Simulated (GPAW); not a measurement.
# BaS (Fm-3m) in GPAW: a series of runs

The runs below take BaS through band structure, with C09-vdW, TPSS.

Program: GPAW 26.7.0. These are calculated values, not measurements. Logs are shortened: lines on timing, memory, paths and dates and some standing lists are left out, and cuts for length are marked. The log counts tension as positive stress, the text compression.

**Measured values to compare with.**

From a printed reference work, monograph, original work of 1988, for a bulk crystal of BaS at 2 K: band gap 3.806 eV (indirect).

How close the calculation comes is told below.

## Step 1: Starting point

The structure is cubic, space group Fm-3m (No. 225). Conventional cell: a = 6.388 Å, b = 6.388 Å, c = 6.388 Å, α = 90.00°, β = 90.00°, γ = 90.00°. Around Ba (site symmetry m-3m) lie 6 S at 3.19 Å. Around S (site symmetry m-3m) lie 6 Ba at 3.19 Å.

## Step 2: Band structure, C09-vdW, spin-orbit coupling, no magnetisation

File run.py:

```python
import numpy as np
from ase.dft.bandgap import bandgap
from ase.io import read, write
from gpaw import GPAW, PW
from gpaw.spinorbit import soc_eigenstates

atoms = read('BaS.xyz')

calc = GPAW(mode=PW(600),
            xc={'name': 'C09-vdW', 'backend': 'libvdwxc'},
            kpts={'size': (7, 7, 7), 'gamma': True},
            occupations={'name': 'fermi-dirac', 'width': 0.05},
            nbands=16,
            convergence={'density': 1e-05, 'energy': 1e-05},
            maxiter=150,
            txt='gpaw.txt')
atoms.calc = calc
energy = atoms.get_potential_energy()
forces = atoms.get_forces()
calc.write('gs.gpw')
write('result.traj', atoms)
print(f'Energy: {energy:.6f} eV')
print('Forces (eV/A):')
print(forces.round(4))
print('Fermi level:', round(calc.get_fermi_level(), 4), 'eV')
print(f'Gap: {bandgap(calc)[0]:.4f} eV, direct: {bandgap(calc, direct=True)[0]:.4f} eV')

path = atoms.cell.bandpath('GXWKGLUWLK,UX', npoints=100, eps=1e-4)
bs_calc = calc.fixed_density(kpts=path, symmetry='off', nbands=29,
                             convergence={'bands': 'CBM+6.0', 'eigenstates': 1e-6}, txt='bands.txt')
bs = bs_calc.band_structure()
bs.write('bs.json')
print(f'Gap on the path: {bandgap(bs_calc)[0]:.4f} eV')

soc = soc_eigenstates(bs_calc, theta=0, phi=0)
np.savetxt('soc_bands.dat', soc.eigenvalues(), fmt='%.4f')
mesh = soc_eigenstates('gs.gpw', theta=0, phi=0)
np.savetxt('soc_mesh.dat', mesh.eigenvalues(), fmt='%.4f')
print('Fermi level with spin-orbit coupling:', round(mesh.fermi_level, 4), 'eV')
```

File BaS.xyz:

```xyz
2
Lattice="0.0000000000 3.1937500000 3.1937500000 3.1937500000 0.0000000000 3.1937500000 3.1937500000 3.1937500000 0.0000000000" Properties=species:S:1:pos:R:3 pbc="T T T"
Ba     0.0000000000      0.0000000000      0.0000000000
S      3.1937500000      3.1937500000      3.1937500000
```

Potentials or basis: GPAW PAW data sets (gpaw-data 1.2.1), pw.

On the command line:

```
$ OMP_NUM_THREADS=1 python run.py
```

gpaw.txt:

```text
__  _  _
 | _ |_)|_||  |
 |__||  | ||/\| - 26.7.0

Input parameters:
  mode=PW(ecut=600.0),
  convergence={'density': 1e-05, 'energy': 1e-05},
  kpts=MonkhorstPack(size=(7, 7, 7), gamma=True),
  maxiter=150,
  nbands=16,
  occupations=Occupations(name='fermi-dirac', width=0.05),
  xc=XC(name='C09-vdW', backend='libvdwxc')

Diagonalizing LCAO Hamiltonian
Converting LCAO to pw mode

                 S

       Ba

Atoms  # Å, Bohr magnetons
|   | symbol |        x |        y |        z |    initial magnetic moments |
|---|--------|----------|----------|----------|-----------------------------|
| 0 |     Ba | 0.000000 | 0.000000 | 0.000000 | ( 0.0000,  0.0000,  0.0000) |
| 1 |      S | 3.193750 | 3.193750 | 3.193750 | ( 0.0000,  0.0000,  0.0000) |

Unit cell  # Å
| periodic |        x |        y |        z |  lengths |    angles |
|----------|----------|----------|----------|----------|-----------|
|      yes | 0.000000 | 3.193750 | 3.193750 | 4.516645 | 60.000000 |
|      yes | 3.193750 | 0.000000 | 3.193750 | 4.516645 | 60.000000 |
|      yes | 3.193750 | 3.193750 | 0.000000 | 4.516645 | 60.000000 |

Number of symmetries: 48
Symmetry operations  # r_c * U_cc + t_c -> r_c
|    | kind |            matrix            |
|----|------|------------------------------|
|  0 |  σ   |  1, 0, 0,  1, 0,-1,  1,-1, 0 |
|  1 |  C2  |  1, 0, 0,  1,-1, 0,  1, 0,-1 |
|  2 |  E   |  1, 0, 0,  0, 1, 0,  0, 0, 1 |
|  3 |  σ   |  1, 0, 0,  0, 0, 1,  0, 1, 0 |
|  4 |  C4  |  1, 0,-1,  1, 0, 0,  1,-1, 0 |
|  5 |  S6  |  1, 0,-1,  1,-1, 0,  1, 0, 0 |
|  6 |  σ   |  1, 0,-1,  0, 1,-1,  0, 0,-1 |
|  7 |  C3  |  1, 0,-1,  0, 0,-1,  0, 1,-1 |
|  8 |  S6  |  1,-1, 0,  1, 0, 0,  1, 0,-1 |
|  9 |  C4  |  1,-1, 0,  1, 0,-1,  1, 0, 0 |
| 10 |  C3  |  1,-1, 0,  0,-1, 1,  0,-1, 0 |
| 11 |  σ   |  1,-1, 0,  0,-1, 0,  0,-1, 1 |
| 12 |  σ   |  0, 1, 0,  1, 0, 0,  0, 0, 1 |
| 13 |  C4  |  0, 1, 0,  0, 1,-1, -1, 1, 0 |
| 14 |  C3  |  0, 1, 0,  0, 0, 1,  1, 0, 0 |
| 15 |  S6  |  0, 1, 0, -1, 1, 0,  0, 1,-1 |
| 16 |  C2  |  0, 1,-1,  1, 0,-1,  0, 0,-1 |
| 17 |  σ   |  0, 1,-1,  0, 1, 0, -1, 1, 0 |
| 18 |  S4  |  0, 1,-1,  0, 0,-1,  1, 0,-1 |
| 19 |  C4  |  0, 1,-1, -1, 1, 0,  0, 1, 0 |
| 20 |  C3  |  0, 0, 1,  1, 0, 0,  0, 1, 0 |
| 21 |  σ   |  0, 0, 1,  0, 1, 0,  1, 0, 0 |
| 22 |  S6  |  0, 0, 1,  0,-1, 1, -1, 0, 1 |
| 23 |  C4  |  0, 0, 1, -1, 0, 1,  0,-1, 1 |
| 24 |  S4  |  0, 0,-1,  1, 0,-1,  0, 1,-1 |
| 25 |  C3  |  0, 0,-1,  0, 1,-1,  1, 0,-1 |
| 26 |  C2  |  0, 0,-1,  0,-1, 0, -1, 0, 0 |
| 27 |  S6  |  0, 0,-1, -1, 0, 0,  0,-1, 0 |
| 28 |  S4  |  0,-1, 1,  1,-1, 0,  0,-1, 0 |
| 29 |  C4  |  0,-1, 1,  0, 0, 1, -1, 0, 1 |
| 30 |  C2  |  0,-1, 1,  0,-1, 0,  1,-1, 0 |
| 31 |  σ   |  0,-1, 1, -1, 0, 1,  0, 0, 1 |
| 32 |  C3  |  0,-1, 0,  1,-1, 0,  0,-1, 1 |
| 33 |  S6  |  0,-1, 0,  0, 0,-1, -1, 0, 0 |
| 34 |  S4  |  0,-1, 0,  0,-1, 1,  1,-1, 0 |
| 35 |  C2  |  0,-1, 0, -1, 0, 0,  0, 0,-1 |
| 36 |  C2  | -1, 1, 0,  0, 1, 0,  0, 1,-1 |
| 37 |  S6  | -1, 1, 0,  0, 1,-1,  0, 1, 0 |
| 38 |  S4  | -1, 1, 0, -1, 0, 1, -1, 0, 0 |
| 39 |  C3  | -1, 1, 0, -1, 0, 0, -1, 0, 1 |
| 40 |  S6  | -1, 0, 1,  0, 0, 1,  0,-1, 1 |
| 41 |  C2  | -1, 0, 1,  0,-1, 1,  0, 0, 1 |
| 42 |  C3  | -1, 0, 1, -1, 1, 0, -1, 0, 0 |
| 43 |  S4  | -1, 0, 1, -1, 0, 0, -1, 1, 0 |
| 44 |  C2  | -1, 0, 0,  0, 0,-1,  0,-1, 0 |
| 45 |  i   | -1, 0, 0,  0,-1, 0,  0, 0,-1 |
| 46 |  σ   | -1, 0, 0, -1, 1, 0, -1, 0, 1 |
| 47 |  C2  | -1, 0, 0, -1, 0, 1, -1, 1, 0 |

BZ-sampling:
  Number of BZ points: 343
  Number of IBZ points: 20

  Monkhorst-Pack size: [7, 7, 7]
  Monkhorst-Pack shift: [0, 0, 0]

K-points  # in reciprocal-cell coordinates
|     |                                coordinates |     weight |
|-----|--------------------------------------------|------------|
|   0 | (  0.00000000,   0.00000000,   0.00000000) | 0.00291545 |
|   1 | (  0.14285714,   0.14285714,   0.00000000) | 0.01749271 |
|   2 | (  0.14285714,   0.14285714,   0.14285714) | 0.02332362 |
|   3 | (  0.28571429,   0.14285714,   0.14285714) | 0.03498542 |
|   4 | (  0.28571429,   0.28571429,   0.00000000) | 0.01749271 |
|   5 | (  0.28571429,   0.28571429,   0.14285714) | 0.06997085 |
|   6 | (  0.28571429,   0.28571429,   0.28571429) | 0.02332362 |
|   7 | (  0.42857143,  -0.28571429,  -0.28571429) | 0.03498542 |
|   8 | (  0.42857143,   0.28571429,  -0.42857143) | 0.13994169 |
|   9 | (  0.42857143,   0.28571429,  -0.28571429) | 0.06997085 |
| ... |                                            |            |
|  19 | (  0.42857143,   0.42857143,   0.42857143) | 0.02332362 |

Plane wave coefficients: 2186
Cutoff: 600.0 eV

Spin-components: 1 (collinear spins)
Bands:           16
Projectors:      11
Spin-degeneracy: 2
Datatype:        complex128

Parallelization:
  kpt:    1
  domain: 1
  band:   1

Density:
  Valence electrons: 16.0
  Components: 1
  Grid points: [27 27 27]
  Charge: 0.0  # |e|

Potential:
  Grid points: [27 27 27]

species:
  Ba:
    name:    Barium
    Z:       56.0
    valence: 10
    core:    46
    charge:  0.0  # [|e|]
    compensation charges:
      type: gauss
      rc: 0.37  # [Å]
      lmax: 2
    cutoffs:
      filter: 2.06  # [Å]
      core: 2.33  # [Å]
    projectors
    | kind |    occ | energy [eV] | rcut [Å] |
    |------|--------|-------------|----------|
    |   5s |  2.000 |     -33.644 |    1.164 |
    |   6s |  2.000 |      -3.229 |    1.164 |
    |   5p |  6.000 |     -18.744 |    1.164 |
    |    p |        |       0.000 |    1.164 |
    |    d |        |       0.000 |    1.164 |
    |    d |        |      27.211 |    1.164 |

    Using partial waves for Ba as LCAO basis

  S:
    name:    Sulfur
    Z:       16.0
    valence: 6
    core:    10
    charge:  0.0  # [|e|]
    compensation charges:
      type: gauss
      rc: 0.24  # [Å]
      lmax: 2
    cutoffs:
      filter: 1.77  # [Å]
      core: 1.66  # [Å]
    projectors
    | kind |    occ | energy [eV] | rcut [Å] |
    |------|--------|-------------|----------|
    |   3s |  2.000 |     -17.254 |    0.974 |
    |   3p |  4.000 |      -7.008 |    0.979 |
    |    s |        |       9.957 |    0.974 |
    |    p |        |      20.203 |    0.979 |
    |    d |        |       0.000 |    0.900 |

    Using partial waves for S as LCAO basis

Reference energy: -232135.462409  # eV

eigensolver:
  PPCG
  Converge bands: occupied
  niter=2

density mixing:
  MSR1-Mixer
  Pratt-step length: 0.05
  Maximum mixing coefficient: 0.75
  Old densities: 10
  SVD Regularization: 0.005
  Good broyden scale: 1.0
  Trust region scale: 1.0
  Backstep threshold: 4.0
  History deletion threshold: 6.0
  Fourier metric: weight=20.0, sigma=0.015

occupation numbers:
  Fermi-Dirac:
    width: 0.0500  # eV

poisson solver:
  ecut: 4800.0  # eV

xc functional:
  name: vdW-C09 with libvdwxc
  Mode: serial
  Semilocal: GGA_X_C09X+LDA_C_PW with 2 nearest neighbor stencil
  Corresponding non-local functional: vdW-DF
  Local blocksize: 54 x 54 x 54
  PAW datasets: PBE

convergence criteria:
- Maximum integral of absolute [dens]ity change: 1e-05 electrons / valence electron
- Maximum [total energy] change in last 3 cyles: 1e-05 eV / valence electron
- Maximum integral of absolute [eigenst]ate change: 4e-08 eV^2 / valence electron
maximum number of iterations: 150

SCF iterations
|iter     | |      energy | eigst |  dens |
|---------|-|-------------|-------|-------|
|iter:   1| |   65.394015 | -0.23 |       |
|iter:   2| |   65.479465 | -2.09 | -1.04 |
|iter:   3| |   65.798024 | -1.93 | -1.09 |
|iter:   4| |   65.796791 | -3.43 | -1.56 |
|iter:   5| |   65.795060 | -4.00 | -1.95 |
|iter:   6| |   65.794975 | -5.24 | -2.81 |
|iter:   7| |   65.794972c| -7.05 | -3.58 |
|iter:   8| |   65.794971c| -7.79c| -3.98 |
|iter:   9| |   65.794971c| -8.67c| -5.29c|

Converged in 9 steps
Energy contributions relative to reference atoms: (reference = -232135.462409)

Energy contributions:
  Kinetic:          10.371518
  Coulomb:          -9.225460
  Zero:             -0.016560
  External:          0.000000
  Xc:               64.665473
  Entropy:          -0.000000
  Spinorbit:         0.000000
  ----------------------------
  Free energy:      65.794971
  Extrapolated:     65.794971

dipole moment: (-38.642440, -38.642440, -38.642440)  # |e|*Ang

Fermi level: 5.819
Eigenvalues  # (at kpt = [0.000, 0.000, 0.000])
| band index |      eig [eV] | occ [0-2] |
|------------|---------------|-----------|
|          0 |       -21.173 |     2.000 |
|          1 |        -6.311 |     2.000 |
|          2 |        -6.311 |     2.000 |
|          3 |        -6.311 |     2.000 |
|          4 |        -5.527 |     2.000 |
|          5 |         4.756 |     2.000 |
[... 8 lines left out ...]
|         14 |        13.218 |     0.000 |
|         15 |        19.482 |     0.000 |

Gap: 2.089 eV
Transition (v -> c):
  (s=0, k=0, n=7, [0.00, 0.00, 0.00]) -> (s=0, k=16, n=8, [0.43, 0.43, 0.00])
Direct/indirect transitions are different
Direct gap: 2.231 eV
Transition at: (s=0, k=16, n=7, [0.43, 0.43, 0.00])

Forces  # eV/Ang
|       x |       y |       z |
|---------|---------|---------|
| 0.00000 | 0.00000 | 0.00000 |  # Ba   0
| 0.00000 | 0.00000 | 0.00000 |  # S    1

# Writing to gs.gpw (mode='')
```

It took 64 s on 1 thread of Intel Xeon Platinum 8488C (Sapphire Rapids), shared host; peak memory 0.4 GiB.

What came out:

```yaml
Free_energy: 65.7950 eV
Band_gap_on_the_k_mesh: 2.04 eV, indirect (least direct gap 2.13 eV)
Band_gap_along_the_path: 1.98 eV, indirect (least direct gap 2.06 eV)
```

Levels at the corners of the path, in eV from the valence-band top:
| point | band 12 | band 13 | band 14 | band 15 | band 16 | band 17 | band 18 | band 19 | band 20 | band 21 |
| --- | --- | --- | --- | --- | --- | --- | --- | --- | --- | --- |
| Γ | -0.15 | 0.00 | 0.00 | 0.00 | 0.00 | 3.47 | 3.47 | 3.74 | 3.74 | 3.74 |
| X | -0.59 | -0.24 | -0.24 | -0.09 | -0.09 | 1.98 | 1.98 | 5.90 | 5.90 | 5.95 |
| W | -1.17 | -0.61 | -0.61 | -0.45 | -0.45 | 4.14 | 4.14 | 4.18 | 4.18 | 6.25 |
| K | -1.01 | -0.65 | -0.65 | -0.56 | -0.56 | 3.17 | 3.17 | 5.84 | 5.84 | 6.52 |
| Γ | -0.15 | 0.00 | 0.00 | 0.00 | 0.00 | 3.47 | 3.47 | 3.74 | 3.74 | 3.74 |
| L | -2.00 | -1.14 | -1.14 | -1.11 | -1.11 | 5.45 | 5.45 | 5.51 | 5.51 | 6.20 |
| U | -1.01 | -0.65 | -0.65 | -0.56 | -0.56 | 3.17 | 3.17 | 5.84 | 5.84 | 6.52 |
| W | -1.17 | -0.61 | -0.61 | -0.45 | -0.45 | 4.14 | 4.14 | 4.18 | 4.18 | 6.25 |
| L | -2.00 | -1.14 | -1.14 | -1.11 | -1.11 | 5.45 | 5.45 | 5.51 | 5.51 | 6.20 |
| K | -1.01 | -0.65 | -0.65 | -0.56 | -0.56 | 3.17 | 3.17 | 5.84 | 5.84 | 6.52 |
| U | -1.01 | -0.65 | -0.65 | -0.56 | -0.56 | 3.17 | 3.17 | 5.84 | 5.84 | 6.52 |
| X | -0.59 | -0.24 | -0.24 | -0.09 | -0.09 | 1.98 | 1.98 | 5.90 | 5.90 | 5.95 |

Caveat: spin-orbit coupling was added after a scalar SCF, so levels and gaps hold it while energy, forces, pressure and moments don't; this program's spin-orbit splittings come out too wide for heavy elements; the PAW data sets were made with another functional, which shifts forces and pressure a little.

(Part 1 of 2 ends here.)
